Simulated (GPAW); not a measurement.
# Zr (P6_3/mmc) in GPAW: further runs

Aim: see how the results for Zr move with the level of theory and the settings. Levels: revPBE, BLYP. Tasks: band structure.

Program: GPAW 26.7.0. These are calculated values, not measurements. Logs are shortened: lines on timing, memory, paths and dates and some standing lists are left out, and cuts for length are marked. The log counts tension as positive stress, the text compression.

**1. Starting point**

The structure is hexagonal, space group P6_3/mmc (No. 194). The conventional cell has a = 3.232 Å, b = 3.232 Å, c = 5.147 Å, α = 90.00°, β = 90.00°, γ = 120.00°. Zr (site symmetry -6m2) is surrounded by 12 Zr at 3.18 to 3.23 Å.

**2. Band structure, revPBE**

Input file run.py:

```python
from ase.dft.bandgap import bandgap
from ase.io import read, write
from ase.units import GPa
from gpaw import GPAW, PW

atoms = read('Zr.xyz')

calc = GPAW(mode=PW(600),
            xc='revPBE',
            kpts={'size': (9, 9, 5), 'gamma': True},
            occupations={'name': 'fermi-dirac', 'width': 0.05},
            nbands=24,
            convergence={'density': 1e-05, 'energy': 1e-05},
            maxiter=150,
            txt='gpaw.txt')
atoms.calc = calc
energy = atoms.get_potential_energy()
forces = atoms.get_forces()
stress = atoms.get_stress()
calc.write('gs.gpw')
write('result.traj', atoms)
print(f'Energy: {energy:.6f} eV')
print('Forces (eV/A):')
print(forces.round(4))
print('Stress (GPa):', (stress / GPa).round(3))
print('Fermi level:', round(calc.get_fermi_level(), 4), 'eV')
print(f'Gap: {bandgap(calc)[0]:.4f} eV, direct: {bandgap(calc, direct=True)[0]:.4f} eV')

path = atoms.cell.bandpath('GMKGALHA,LM,KH', npoints=100, eps=1e-4)
bs_calc = calc.fixed_density(kpts=path, symmetry='off', nbands=36,
                             convergence={'bands': 'CBM+6.0', 'eigenstates': 1e-6}, txt='bands.txt')
bs = bs_calc.band_structure()
bs.write('bs.json')
print(f'Gap on the path: {bandgap(bs_calc)[0]:.4f} eV')
```

Input file Zr.xyz:

```xyz
2
Lattice="3.2320000000 0.0000000000 0.0000000000 -1.6160000000 2.7989941050 0.0000000000 0.0000000000 0.0000000000 5.1470000000" Properties=species:S:1:pos:R:3 pbc="T T T"
Zr     1.6160000002      0.9329980349      3.8602500000
Zr    -0.0000000002      1.8659960701      1.2867500000
```

Potentials or basis: the program's PAW data sets (release 1.2.1) made for this functional, pw.

On the command line:

```console
$ OMP_NUM_THREADS=1 python run.py
```

gpaw.txt:

```text
__  _  _
 | _ |_)|_||  |
 |__||  | ||/\| - 26.7.0

Input parameters:
  mode=PW(ecut=600.0),
  convergence={'density': 1e-05, 'energy': 1e-05},
  kpts=MonkhorstPack(size=(9, 9, 5), gamma=True),
  maxiter=150,
  nbands=24,
  occupations=Occupations(name='fermi-dirac', width=0.05),
  xc=XC(name='revPBE')

Diagonalizing LCAO Hamiltonian
Converting LCAO to pw mode

           Zr

        Zr

Atoms  # Å, Bohr magnetons
|   | symbol |         x |        y |        z |    initial magnetic moments |
|---|--------|-----------|----------|----------|-----------------------------|
| 0 |     Zr |  1.616000 | 0.932998 | 3.860250 | ( 0.0000,  0.0000,  0.0000) |
| 1 |     Zr | -0.000000 | 1.865996 | 1.286750 | ( 0.0000,  0.0000,  0.0000) |

Unit cell  # Å
| periodic |         x |        y |        z |  lengths |     angles |
|----------|-----------|----------|----------|----------|------------|
|      yes |  3.232000 | 0.000000 | 0.000000 | 3.232000 |  90.000000 |
|      yes | -1.616000 | 2.798994 | 0.000000 | 3.232000 |  90.000000 |
|      yes |  0.000000 | 0.000000 | 5.147000 | 5.147000 | 120.000000 |

Number of symmetries: 12
Symmetry operations  # r_c * U_cc + t_c -> r_c
|    | kind |            matrix            |
|----|------|------------------------------|
|  0 |  σ   |  1, 1, 0,  0,-1, 0,  0, 0, 1 |
|  1 |  S6  |  1, 1, 0, -1, 0, 0,  0, 0,-1 |
|  2 |  E   |  1, 0, 0,  0, 1, 0,  0, 0, 1 |
|  3 |  C2  |  1, 0, 0, -1,-1, 0,  0, 0,-1 |
|  4 |  C2  |  0, 1, 0,  1, 0, 0,  0, 0,-1 |
|  5 |  C3  |  0, 1, 0, -1,-1, 0,  0, 0, 1 |
|  6 |  S6  |  0,-1, 0,  1, 1, 0,  0, 0,-1 |
|  7 |  σ   |  0,-1, 0, -1, 0, 0,  0, 0, 1 |
|  8 |  σ   | -1, 0, 0,  1, 1, 0,  0, 0, 1 |
|  9 |  i   | -1, 0, 0,  0,-1, 0,  0, 0,-1 |
| 10 |  C3  | -1,-1, 0,  1, 0, 0,  0, 0, 1 |
| 11 |  C2  | -1,-1, 0,  0, 1, 0,  0, 0,-1 |

BZ-sampling:
  Number of BZ points: 405
  Number of IBZ points: 50

  Monkhorst-Pack size: [9, 9, 5]
  Monkhorst-Pack shift: [0, 0, 0]

K-points  # in reciprocal-cell coordinates
|     |                                coordinates |     weight |
|-----|--------------------------------------------|------------|
|   0 | (  0.00000000,   0.00000000,   0.00000000) | 0.00246914 |
|   1 | (  0.00000000,   0.00000000,   0.20000000) | 0.00493827 |
|   2 | (  0.00000000,   0.00000000,   0.40000000) | 0.00493827 |
|   3 | (  0.11111111,   0.00000000,  -0.40000000) | 0.01481481 |
|   4 | (  0.11111111,   0.00000000,  -0.20000000) | 0.01481481 |
|   5 | (  0.11111111,   0.00000000,   0.00000000) | 0.01481481 |
|   6 | (  0.11111111,   0.00000000,   0.20000000) | 0.01481481 |
|   7 | (  0.11111111,   0.00000000,   0.40000000) | 0.01481481 |
|   8 | (  0.22222222,  -0.11111111,   0.00000000) | 0.01481481 |
|   9 | (  0.22222222,  -0.11111111,   0.20000000) | 0.02962963 |
| ... |                                            |            |
|  49 | (  0.44444444,   0.44444444,   0.40000000) | 0.02962963 |

Plane wave coefficients: 1572
Cutoff: 600.0 eV

Spin-components: 1 (collinear spins)
Bands:           24
Projectors:      12
Spin-degeneracy: 2
Datatype:        complex128

Parallelization:
  kpt:    1
  domain: 1
  band:   1

Density:
  Valence electrons: 24.0
  Components: 1
  Grid points: [20 20 30]
  Charge: 0.0  # |e|

Potential:
  Grid points: [20 20 30]

species:
  Zr:
    name:    Zirconium
    Z:       40.0
    valence: 12
    core:    28
    charge:  0.0  # [|e|]
    compensation charges:
      type: gauss
      rc: 0.40  # [Å]
      lmax: 2
    cutoffs:
      filter: 2.39  # [Å]
      core: 1.59  # [Å]
    projectors
    | kind |    occ | energy [eV] | rcut [Å] |
    |------|--------|-------------|----------|
    |   4s |  2.000 |     -54.468 |    1.323 |
    |   5s |  2.000 |      -4.393 |    1.323 |
    |   4p |  6.000 |     -32.460 |    1.334 |
    |   5p |  0.000 |      -1.451 |    1.334 |
    |   4d |  2.000 |      -3.567 |    1.244 |
    |    d |        |      23.644 |    1.244 |

    Using partial waves for Zr as LCAO basis

Reference energy: -195797.515560  # eV

eigensolver:
  PPCG
  Converge bands: occupied
  niter=2

density mixing:
  MSR1-Mixer
  Pratt-step length: 0.05
  Maximum mixing coefficient: 0.75
  Old densities: 10
  SVD Regularization: 0.005
  Good broyden scale: 1.0
  Trust region scale: 1.0
  Backstep threshold: 4.0
  History deletion threshold: 6.0
  Fourier metric: weight=20.0, sigma=0.015

occupation numbers:
  Fermi-Dirac:
    width: 0.0500  # eV

poisson solver:
  ecut: 4800.0  # eV

xc functional:
  name: revPBE with 2 nearest neighbor stencil

convergence criteria:
- Maximum integral of absolute [dens]ity change: 1e-05 electrons / valence electron
- Maximum [total energy] change in last 3 cyles: 1e-05 eV / valence electron
- Maximum integral of absolute [eigenst]ate change: 4e-08 eV^2 / valence electron
maximum number of iterations: 150

SCF iterations
|iter     | |      energy | eigst |  dens |
|---------|-|-------------|-------|-------|
|iter:   1| |  -14.434497 | +0.23 |       |
|iter:   2| |  -14.393477 | -1.53 | -1.29 |
|iter:   3| |  -14.168477 | -1.43 | -1.33 |
|iter:   4| |  -14.170173 | -2.53 | -1.91 |
|iter:   5| |  -14.171625 | -3.87 | -2.37 |
|iter:   6| |  -14.171633 | -5.21 | -3.53 |
|iter:   7| |  -14.171635c| -6.66 | -4.10 |
|iter:   8| |  -14.171636c| -7.77c| -4.82 |
|iter:   9| |  -14.171636c| -8.86c| -5.84c|

Converged in 9 steps
Energy contributions relative to reference atoms: (reference = -195797.515560)

Energy contributions:
  Kinetic:           7.345699
  Coulomb:          -8.402626
  Zero:              0.684359
  External:          0.000000
  Xc:              -13.791154
  Entropy:          -0.015829
  Spinorbit:         0.000000
  ----------------------------
  Free energy:     -14.179550
  Extrapolated:    -14.171636

dipole moment: (0.000000, 0.000001, 0.000001)  # |e|*Ang

Fermi level: 9.478
Eigenvalues  # (at kpt = [0.000, 0.000, 0.000])
| band index |      eig [eV] | occ [0-2] |
|------------|---------------|-----------|
|          0 |       -39.385 |     2.000 |
|        ... |               |           |
|          2 |       -17.926 |     2.000 |
|          3 |       -17.060 |     2.000 |
|          4 |       -17.060 |     2.000 |
|          5 |       -16.925 |     2.000 |
|          6 |       -16.919 |     2.000 |
|          7 |       -16.919 |     2.000 |
|          8 |         3.816 |     2.000 |
|          9 |         6.448 |     2.000 |
|         10 |        10.333 |     0.000 |
|         11 |        10.333 |     0.000 |
|         12 |        10.480 |     0.000 |
|         13 |        10.612 |     0.000 |
|         14 |        11.024 |     0.000 |
|         15 |        11.024 |     0.000 |
|         16 |        11.605 |     0.000 |
|         17 |        11.605 |     0.000 |
|        ... |               |           |
|         23 |        26.324 |     0.000 |

No gap
No difference between direct/indirect transitions

Forces  # eV/Ang
|        x |       y |        z |
|----------|---------|----------|
|  0.00000 | 0.00000 |  0.00000 |  # Zr   0
| -0.00000 | 0.00000 | -0.00000 |  # Zr   1

Stress tensor  # eV/Ang^3
|         x |         y |         z |
|-----------|-----------|-----------|
| -0.009643 |  0.000000 |  0.000000 |
|  0.000000 | -0.009643 |  0.000000 |
|  0.000000 |  0.000000 | -0.014578 |

# Writing to gs.gpw (mode='')
```

Run time: 73 s. Hardware: 1 thread of Arm Neoverse V1, shared host; peak memory 0.32 GiB.

What came out:

```
Free energy             : -14.1796 eV
Pressure                : 1.8 GPa
Band gap along the path : none (metal or under the smearing width)
```

Levels at the corners of the path, in eV from the Fermi level:
| point | band 9 | band 10 | band 11 | band 12 | band 13 | band 14 | band 15 | band 16 |
| --- | --- | --- | --- | --- | --- | --- | --- | --- |
| Γ | -5.66 | -3.03 | 0.86 | 0.86 | 1.00 | 1.13 | 1.55 | 1.55 |
| M | -2.57 | -2.51 | -2.15 | -0.24 | 0.53 | 0.77 | 1.45 | 4.87 |
| K | -2.10 | -1.37 | -1.37 | -1.15 | 0.26 | 0.26 | 1.80 | 4.29 |
| Γ | -5.66 | -3.03 | 0.86 | 0.86 | 1.00 | 1.13 | 1.55 | 1.55 |
| A | -3.96 | -3.96 | 0.03 | 0.03 | 0.76 | 0.76 | 0.76 | 0.76 |
| L | -2.87 | -2.87 | -1.06 | -1.06 | 1.60 | 1.60 | 2.20 | 2.20 |
| H | -1.44 | -1.44 | -1.29 | -1.29 | -0.05 | -0.05 | 2.03 | 2.03 |
| A | -3.96 | -3.96 | 0.03 | 0.03 | 0.76 | 0.76 | 0.76 | 0.76 |
| L | -2.87 | -2.87 | -1.06 | -1.06 | 1.60 | 1.60 | 2.20 | 2.20 |
| M | -2.57 | -2.51 | -2.15 | -0.24 | 0.53 | 0.77 | 1.45 | 4.87 |
| K | -2.10 | -1.37 | -1.37 | -1.15 | 0.26 | 0.26 | 1.80 | 4.29 |
| H | -1.44 | -1.44 | -1.29 | -1.29 | -0.05 | -0.05 | 2.03 | 2.03 |

**3. Band structure, BLYP**

Changes to run.py since step 2:

```diff
@@ -1,10 +1,19 @@
+from ase import Atoms
 from ase.dft.bandgap import bandgap
-from ase.io import read, write
+from ase.io import write
 from ase.units import GPa
-from gpaw import GPAW, PW
+from gpaw import GPAW, PW, setup_paths
 
-atoms = read('Zr.xyz')
+setup_paths.insert(0, '.')
+
+atoms = Atoms(['Zr', 'Zr'],
+              cell=[[3.232, 0.0, 0.0],
+                    [-1.616, 2.798994105, 0.0],
+                    [0.0, 0.0, 5.147]],
+              scaled_positions=[[0.6666666667, 0.3333333333, 0.75],
+                                [0.3333333333, 0.6666666667, 0.25]],
+              pbc=True)
 
 calc = GPAW(mode=PW(600),
-            xc='revPBE',
+            xc='BLYP',
             kpts={'size': (9, 9, 5), 'gamma': True},
@@ -13,2 +22,3 @@
             convergence={'density': 1e-05, 'energy': 1e-05},
+            eigensolver='davidson',
             maxiter=150,
@@ -28,3 +38,3 @@
 
-path = atoms.cell.bandpath('GMKGALHA,LM,KH', npoints=100, eps=1e-4)
+path = atoms.cell.bandpath('GMKGALHA,LM,KH', npoints=80, eps=1e-4)
 bs_calc = calc.fixed_density(kpts=path, symmetry='off', nbands=36,
```

Potentials or basis: PAW data sets generated in the run's folder for this functional, pw.

On the command line:

```console
$ gpaw-setup -f BLYP Zr
$ OMP_NUM_THREADS=1 python run.py
```

Run time: 73 s. Hardware: 1 thread of Arm Neoverse V1, shared host; peak memory 0.29 GiB.

The run converged. Its results:

* Free energy: -12.3586 eV
* Pressure: 3.2 GPa
* Band gap along the path: none (metal or under the smearing width)

Stress tensor (GPa, compression positive):
```
2.84 0.00 0.00
0.00 2.84 0.00
0.00 0.00 3.78
```

Levels at the corners of the path, in eV from the Fermi level:
| point | band 10 | band 11 | band 12 | band 13 | band 14 | band 15 |
| --- | --- | --- | --- | --- | --- | --- |
| Γ | -3.02 | 0.79 | 0.79 | 0.93 | 1.34 | 1.46 |
| M | -2.48 | -2.12 | -0.12 | 0.47 | 0.77 | 1.42 |
| K | -1.35 | -1.35 | -1.06 | 0.25 | 0.25 | 1.78 |
| Γ | -3.02 | 0.79 | 0.79 | 0.93 | 1.34 | 1.46 |
| A | -3.85 | 0.02 | 0.02 | 0.69 | 0.69 | 0.69 |
| L | -2.83 | -1.09 | -1.09 | 1.73 | 1.73 | 2.13 |
| H | -1.45 | -1.23 | -1.23 | -0.03 | -0.03 | 1.97 |
| A | -3.85 | 0.02 | 0.02 | 0.69 | 0.69 | 0.69 |
| L | -2.83 | -1.09 | -1.09 | 1.73 | 1.73 | 2.13 |
| M | -2.48 | -2.12 | -0.12 | 0.47 | 0.77 | 1.42 |
| K | -1.35 | -1.35 | -1.06 | 0.25 | 0.25 | 1.78 |
| H | -1.45 | -1.23 | -1.23 | -0.03 | -0.03 | 1.97 |
